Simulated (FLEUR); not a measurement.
Runs of FLEUR MaX-R8.1 (later development tree) on AlNi. It takes space group Cmmm (No. 65, orthorhombic). Conventional cell: a = 3.877 Å, b = 3.906 Å, c = 3.099 Å, α = 90.00°, β = 90.00°, γ = 90.00°. Ni (site symmetry mmm) has 8 Al at 2.48 to 2.49 Å and 4 Ni at 2.75 Å as nearest neighbours. Around Al (site symmetry mmm) lie 8 Ni at 2.48 to 2.49 Å and 4 Al at 2.75 Å. The cell comes from a database or a generator and needn't be the stable form of this composition.

```tsv
task	level	spin	gmax	muffin-tin radii	max iterations	mixing factor	mixer	kmax	moment (μB)	V0 of scaled cells (Å³/atom)	B0 (GPa)
band structure	SCAN	collinear, ferromagnetic start	14.9 1/bohr	Ni 2.31, Al 2.04 bohr	80	0.05	Anderson	4.8 1/bohr	0.00	-	-
band structure	r2SCAN	collinear, ferromagnetic start	14.9 1/bohr	Ni 2.31, Al 2.04 bohr	80	0.05	Anderson	4.8 1/bohr	0.00	-	-
equation of state	SCAN	collinear, program default start	15.4 1/bohr	Ni 2.24, Al 1.97 bohr	-	-	-	4.97 1/bohr	-	(a)	181
equation of state	r2SCAN	collinear, program default start	15.4 1/bohr	Ni 2.24, Al 1.97 bohr	-	-	-	4.97 1/bohr	-	11.80	174
```

Alike in all rows: potentials or basis all-electron, FLAPW; cell as given; k mesh 10 × 10 × 9; smearing fermi-dirac 0.05 eV.

Q: Fill in the values left out.

A: (a) 11.61.

Caveats: the meta-GGA is that of a development version, with a GGA for the radial functions and cores and without core tails; the cell was scaled at fixed shape and fractional positions, which overstates the stiffness of a crystal with free parameters, most of all of layers and chains (some runs).
